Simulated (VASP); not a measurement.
Wanted: the native input for a VASP 6.6.1 run.

```
Task                               : single point
Functional                         : HSE(alpha, omega)
Potentials or basis                : VASP PAW PBE potentials, release 64 (Te)
Cutoff                             : 520 eV
k mesh                             : 3 × 3 × 3
Occupations                        : fermi-dirac, width 0.05 eV
Spin                               : no spin polarisation
Share of exact exchange            : 0.25
Grid for exact exchange (PRECFOCK) : Fast
Further INCAR settings             : ALGO = Normal; EDIFF = 1e-06
```

The system is Te.

```
Te
1.0
     5.22326    0.00000    0.00000
     0.00000    5.22326    0.00000
     0.00000    0.00000    5.22326
Te
4
Direct
  0.87500 0.12500 0.62500
  0.37500 0.37500 0.37500
  0.12500 0.62500 0.87500
  0.62500 0.87500 0.12500
```

The cell was built by a generator and needn't be a form met in nature.

The input as run:

POSCAR

```
Te
1.0
    5.2232600000      0.0000000000      0.0000000000
    0.0000000000      5.2232600000      0.0000000000
    0.0000000000      0.0000000000      5.2232600000
Te
4
Direct
    0.8750000000      0.1250000000      0.6250000000
    0.3750000000      0.3750000000      0.3750000000
    0.1250000000      0.6250000000      0.8750000000
    0.6250000000      0.8750000000      0.1250000000
```

INCAR.step1

```
SYSTEM = Te
  ALGO = Normal
  EDIFF = 1E-5
  ENCUT = 520
  GGA = PE
  ISIF = 2
  ISMEAR = -1
  LASPH = .True.
  LCHARG = .False.
  LREAL = .False.
  LWAVE = .True.
  NELM = 80
  PREC = Accurate
  SIGMA = 0.05
```

INCAR.step2

```
SYSTEM = Te
  AEXX = 0.25
  ALGO = Normal
  EDIFF = 1E-6
  ENCUT = 520
  GGA = PE
  HFSCREEN = 0.2
  ISIF = 2
  ISMEAR = -1
  ISTART = 1
  LASPH = .True.
  LCHARG = .False.
  LHFCALC = .True.
  LREAL = .False.
  LWAVE = .False.
  NELM = 80
  PREC = Accurate
  PRECFOCK = Fast
  SIGMA = 0.05
```

KPOINTS

```
k-points
0
Gamma
  3 3 3
  0 0 0
```

Potentials or basis: VASP PAW PBE potentials, release 64 (Te).

Command:

```bash
$ cat potpaw_PBE.64/Te/POTCAR > POTCAR
$ cp INCAR.step1 INCAR
$ mpirun -np 1 vasp_std > vasp.out
$ cp INCAR.step2 INCAR
$ mpirun -np 1 vasp_std > vasp.out
```

It gave:

```
Pressure               : -2.1 GPa
Band gap on the k mesh : 0.38 eV, indirect (least direct gap 0.97 eV)
```

Caveat: the PAW data sets were made with another functional, which shifts forces and pressure a little; spin-orbit coupling is left out, which moves the levels of the heavy elements; an odd mesh through Γ misses points on the zone boundary, where band edges often lie.

Run time: 100 s on 1 thread of Intel(R) Xeon(R) 6975P-C (Granite Rapids), with other jobs on the host, peak memory 0.33 GiB.
